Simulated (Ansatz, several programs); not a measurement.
PbS, CsCl type, relaxed with PBE in Ansatz (plane waves, PAW): it is cubic, Pm-3m (No. 221); a = 3.652 Å in the conventional setting, 24.35 Å³ an atom. Around Pb lie 8 S at 3.16 Å; around S lie 8 Pb at 3.16 Å. The cell was then scaled with its shape and fractional coordinates held. No spin polarisation and no zero-point or thermal motion; the cell was built from a prototype and may be hypothetical.

```tsv
V (Å³/atom)	E (meV/atom)
22.891	19.05
23.622	4.83
24.352	0.00
25.813	13.28
```

Problem. Pass a cubic E = c₀ + c₁u + c₂u² + c₃u³, with u = V − 24.169 Å³, through these points.

Solution. c₀ = 0.40, c₁ = -3.620, c₂ = 7.877, c₃ = -0.5536 (meV and Å³).

Problem. Where is the minimum, and what bulk modulus follows?

Solution. dE/du = 0 at u = +0.236, so V₀ = 24.40 Å³. B = V₀ d²E/dV² = 24.40 × (2c₂ + 6c₃u) = 24.40 × 14.971 = 365 meV/Å³, and 1 meV/Å³ is 0.16022 GPa: 59 GPa. A third-order Birch-Murnaghan fit to all five points gives 24.41 Å³ and 58 GPa.

Problem. Predict the energy and the pressure at the withheld volume, 25.083 Å³.

Solution. With u = +0.914: E ≈ 3.25 meV and P = −dE/dV ≈ -1.50 GPa. The run gives 3.23 meV and, from its stress, -1.50 GPa.
